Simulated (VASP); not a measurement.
# BAs in VASP: convergence with n empty

The system is BAs.

```
CELL_PARAMETERS angstrom
0.00000 2.38850 2.38850
2.38850 0.00000 2.38850
2.38850 2.38850 0.00000
ATOMIC_POSITIONS crystal
As 0.75000 0.75000 0.75000
B 0.00000 0.00000 0.00000
```

* Program: VASP 6.6.1
* Task: G0W0 quasiparticle levels
* Functional: PBE
* Potentials or basis: VASP PAW PBE potentials, release 64 (As_GW, B_GW)
* Cutoff: 450 eV
* k mesh: 4 × 4 × 4
* Occupations: gaussian, width 0.01 eV
* Spin: no spin polarisation
* GW scheme: G0W0
* GW iterations: 1
* Cutoff of the response function: 120
* Frequency points: 48
* Empty bands: 12
* Further INCAR settings: ALGO = EVGW0; EDIFF = 1e-08; NBANDS = 16

These are the settings of the first run; the series varies n empty, with any setting tied to it.

Hardware: 1 thread of AMD EPYC 7R43 64-Core Processor (Zen 3) (shared host).

Problem. The values tried are 12, 24, 48, 96, 150, 250, loosest first. From which on does the quasiparticle gap at the points computed stay within 0.05 eV of the tightest run that finished?

Solution. From 48 on.

```
n empty  quasiparticle gap at the points computed (eV)  CPU time (s)  peak memory (GiB)
     12                                          1.736            31               0.16
     24                                          1.773            40               0.16
     48                                          1.817            49               0.17
     96                                          1.843            76               0.17
    150                                          1.850            93               0.21
    250                                          1.852           190               0.27
```

The tightest run that finished is the yardstick and may itself not be fully converged.

Caveat, for the tightest run too: the k mesh is coarse (spacing up to 0.57 Å⁻¹), so the values aren't converged; bands, screening cutoff and mesh are small and nothing is extrapolated, so the quasiparticle values aren't converged.
